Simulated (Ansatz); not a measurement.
Calculated with Ansatz (gas phase, PBE0-D4/def2-TZVP geometries, no zero-point term in ΔE). CCSD(T)/CBS adds triple-zeta CCSD(T) − MP2 to the extrapolated MP2 energy (def2 sets, frozen cores). DFT in def2-TZVPP. One conformer a species, not always the lowest.

Consider the formal exchange of groups at a C–C bond: `CCC(C)=O` + `CN(C)C=O` → dimethylacetamide + `CCC=O`.

| level | ΔE (kJ/mol) |
| --- | --- |
| LDA (SPW92) | 24.0 |
| PBE0-D4 | 22.0 |
| r2SCAN0 | 23.3 |
| LC-ωPBE | 21.6 |
| HF/def2-SVP | 24.4 |
| HF/def2-TZVPP | 22.0 |
| CCSD/def2-TZVPP | 20.0 |
| MP2/def2-QZVPP | 20.6 |

(1) What does CCSD(T)/CBS give? (Estimate.)

Largest T1 diagnostic among the species: 0.014.

## Answers

(1) The calculation gave: +19.9 kJ/mol. The listed levels differ from it by 4.1, 2.1, 3.4, 1.7, 4.5, 2.1, 0.1, 0.7 kJ/mol.

Leaving LDA and LC-ωPBE aside and taking each functional with its dispersion term where it has one, the values, not all of them listed here, spread over 3.5 kJ/mol, from ωB97M-V to r2SCAN-D4.

CCSD(T)/CBS has its own doubt, a few kJ/mol and more with outer-core shells, so smaller differences from it don't rank the levels.
